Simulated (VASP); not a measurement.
A run of VASP 6.6.1 is set up as follows.

The input POSCAR:

```
Al2O3                                   
1.0
    2.3849366398      1.3769438115      4.3367099951
   -2.3849366398      1.3769438115      4.3367099951
    0.0000000000     -2.7538876230      4.3367099951
  Al              O             
     4     6
Direct
     0.6479003352530102    0.6479003352530102    0.6479003352530102
     0.8520996647469898    0.8520996647469898    0.8520996647469898
     0.1479003352530101    0.1479003352530101    0.1479003352530101
     0.3520996647469899    0.3520996647469899    0.3520996647469899
     0.4439752697389197    0.0560247302610804    0.7500000000000000
     0.9439752697389191    0.2499999999999995    0.5560247302610815
     0.0560247302610809    0.7500000000000006    0.4439752697389185
     0.7499999999999994    0.4439752697389191    0.0560247302610814
     0.2500000000000006    0.5560247302610809    0.9439752697389185
     0.5560247302610803    0.9439752697389197    0.2500000000000000
```

Contents of INCAR.step1:

```
SYSTEM = Al2O3
PREC = Accurate
ENCUT = 520
EDIFF = 1E-6
ISMEAR = 0
SIGMA = 0.02
LREAL = .FALSE.
LASPH = .TRUE.
NELM = 60
ALGO = Normal
ISIF = 2
LWAVE = .FALSE.
LCHARG = .TRUE.
GGA = PS
NBANDS = 35
KPAR = 2
```

The input KPOINTS.step1:

```
regular mesh
0
G
  2 2 2
  0 0 0
```

Contents of INCAR.step2:

```
SYSTEM = Al2O3
PREC = Accurate
ENCUT = 520
EDIFF = 1E-6
ISMEAR = 0
SIGMA = 0.05
LREAL = .FALSE.
LASPH = .TRUE.
NELM = 60
ALGO = Normal
ISIF = 2
LWAVE = .FALSE.
LCHARG = .FALSE.
GGA = PS
NBANDS = 35
ICHARG = 11
KPAR = 2
```

KPOINTS.step2

```
path GLB1,BZGX,QFP1Z,LP
20
line-mode
reciprocal
 0.0000000000  0.0000000000  0.0000000000  G
 0.5000000000  0.0000000000  0.0000000000  L

 0.5000000000  0.0000000000  0.0000000000  L
 0.5000000000  0.2337696952 -0.2337696952  B1

 0.7662303048  0.5000000000  0.2337696952  B
 0.5000000000  0.5000000000  0.5000000000  Z

 0.5000000000  0.5000000000  0.5000000000  Z
 0.0000000000  0.0000000000  0.0000000000  G

 0.0000000000  0.0000000000  0.0000000000  G
 0.3668848476  0.0000000000 -0.3668848476  X

 0.6331151524  0.3668848476  0.0000000000  Q
 0.5000000000  0.5000000000  0.0000000000  F

 0.5000000000  0.5000000000  0.0000000000  F
 0.6331151524  0.6331151524  0.2337696952  P1

 0.6331151524  0.6331151524  0.2337696952  P1
 0.5000000000  0.5000000000  0.5000000000  Z

 0.5000000000  0.0000000000  0.0000000000  L
 0.7662303048  0.3668848476  0.3668848476  P
```

Potentials or basis: VASP PAW PBE potentials, release 64 (Al, O).

Launch:

```console
$ cat potpaw_PBE.64/Al/POTCAR potpaw_PBE.64/O/POTCAR > POTCAR
$ cp INCAR.step1 INCAR
$ cp KPOINTS.step1 KPOINTS
$ mpirun -np 4 vasp_std > vasp.out
$ cp INCAR.step2 INCAR
$ cp KPOINTS.step2 KPOINTS
$ mpirun -np 4 vasp_std > vasp.out
```

Q: Estimate the band gap on the k mesh.

A: 6.06 eV, direct.

Q: Predict the band gap along the path.

A: 6.06 eV, direct.

Levels at the corners of the path, in eV from the valence-band top:
| point | band 21 | band 22 | band 23 | band 24 | band 25 | band 26 | band 27 | band 28 |
| --- | --- | --- | --- | --- | --- | --- | --- | --- |
| Γ | -0.50 | -0.04 | -0.04 | 0.00 | 6.06 | 8.92 | 10.61 | 11.35 |
| L | -0.91 | -0.91 | -0.27 | -0.27 | 9.28 | 9.28 | 9.49 | 9.49 |
| L | -0.91 | -0.91 | -0.27 | -0.27 | 9.28 | 9.28 | 9.49 | 9.49 |
| B1 | -0.85 | -0.85 | -0.50 | -0.50 | 9.53 | 9.53 | 9.94 | 9.94 |
| B | -0.85 | -0.85 | -0.50 | -0.50 | 9.53 | 9.53 | 9.94 | 9.94 |
| Z | -0.38 | -0.38 | -0.38 | -0.38 | 8.50 | 8.50 | 10.91 | 10.91 |
| Z | -0.38 | -0.38 | -0.38 | -0.38 | 8.50 | 8.50 | 10.91 | 10.91 |
| Γ | -0.50 | -0.04 | -0.04 | 0.00 | 6.06 | 8.92 | 10.61 | 11.35 |
| Γ | -0.50 | -0.04 | -0.04 | 0.00 | 6.06 | 8.92 | 10.61 | 11.35 |
| X | -0.89 | -0.85 | -0.56 | -0.28 | 9.35 | 9.36 | 9.56 | 9.99 |
| Q | -0.89 | -0.85 | -0.56 | -0.28 | 9.35 | 9.36 | 9.56 | 9.99 |
| F | -1.02 | -0.92 | -0.74 | -0.25 | 9.42 | 9.57 | 9.75 | 10.23 |
| F | -1.02 | -0.92 | -0.74 | -0.25 | 9.42 | 9.57 | 9.75 | 10.23 |
| P1 | -1.03 | -0.86 | -0.74 | -0.47 | 9.56 | 9.71 | 10.02 | 10.24 |
| P1 | -1.03 | -0.86 | -0.74 | -0.47 | 9.56 | 9.71 | 10.02 | 10.24 |
| Z | -0.38 | -0.38 | -0.38 | -0.38 | 8.50 | 8.50 | 10.91 | 10.91 |
| L | -0.91 | -0.91 | -0.27 | -0.27 | 9.28 | 9.28 | 9.49 | 9.49 |
| P | -1.03 | -0.86 | -0.74 | -0.47 | 9.56 | 9.71 | 10.02 | 10.24 |

Caveat: the k mesh is coarse (spacing up to 0.80 Å⁻¹), so the values aren't converged; the log is that of the step along the path at fixed density, whose energy, stress, charges and moments have no meaning.
